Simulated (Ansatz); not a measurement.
**Guessed and relaxed cells of Mo3H**

This trial cell of Mo3H was written down by chemical analogy (I4/mmm, No. 139). Its size is a guess.

start.cif

```cif
data_structure
_symmetry_space_group_name_H-M 'P 1'
_symmetry_Int_Tables_number 1
_cell_length_a 5.6949
_cell_length_b 5.6949
_cell_length_c 5.6949
_cell_angle_alpha 147.572
_cell_angle_beta 147.572
_cell_angle_gamma 46.517
_cell_volume 52.92
loop_
_atom_site_label
_atom_site_type_symbol
_atom_site_fract_x
_atom_site_fract_y
_atom_site_fract_z
_atom_site_occupancy
H1 H 0.50000 0.50000 0.00000 1
Mo1 Mo 0.68500 0.68500 0.00000 1
Mo2 Mo 0.31500 0.31500 0.00000 1
Mo3 Mo 0.00000 0.00000 0.00000 1
```

Theory: DFT PBE, scalar-relativistic, plane waves, PAW (Ansatz). Cutoff 420 eV, Gaussian smearing, Γ-centred meshes. Cell and atoms relax first on a coarse mesh, the cell is then made exact in the group found at 0.06 to 0.08 Å, and last on a converged mesh; the steps can't lower the symmetry of their start. No spin polarisation.

end.cif

```cif
data_structure
_symmetry_space_group_name_H-M 'P 1'
_symmetry_Int_Tables_number 1
_cell_length_a 5.5919
_cell_length_b 5.5919
_cell_length_c 5.5919
_cell_angle_alpha 147.537
_cell_angle_beta 147.537
_cell_angle_gamma 46.569
_cell_volume 50.19
loop_
_atom_site_label
_atom_site_type_symbol
_atom_site_fract_x
_atom_site_fract_y
_atom_site_fract_z
_atom_site_occupancy
H1 H 0.50000 0.50000 0.00000 1
Mo1 Mo 0.68073 0.68073 0.00000 1
Mo2 Mo 0.31927 0.31927 0.00000 1
Mo3 Mo 0.00000 0.00000 0.00000 1
```

The symmetry stays I4/mmm (No. 139). The volume per atom shrinks by 5.2 %, from 13.2 to 12.5 Å³. The shortest distance goes from 1.94 Å (Mo–H) to 1.86 Å (Mo–H).

```json
{
 "Volume per atom": "12.55 Å³",
 "Density": "9.56 g/cm³",
 "Formation energy": "+0.16 eV/atom",
 "Gap on the 16×16×16 mesh of the 4-atom cell": "0 eV (a metal)"
}
```

Formation energies are uncorrected and refer to the elements' standard structures at the same level (H₂ as a molecule). A positive value: parting into the elements would lower its energy.

The last run used Gaussian smearing of 0.10 eV. With hydrogen, zero-point motion can shift formation energies by some tens of meV/atom. A structure relaxed within its symmetry needn't be a true minimum. Another cell of the same search, in C2/m, lies 67 meV/atom lower, so this cell isn't the stable form at this level.
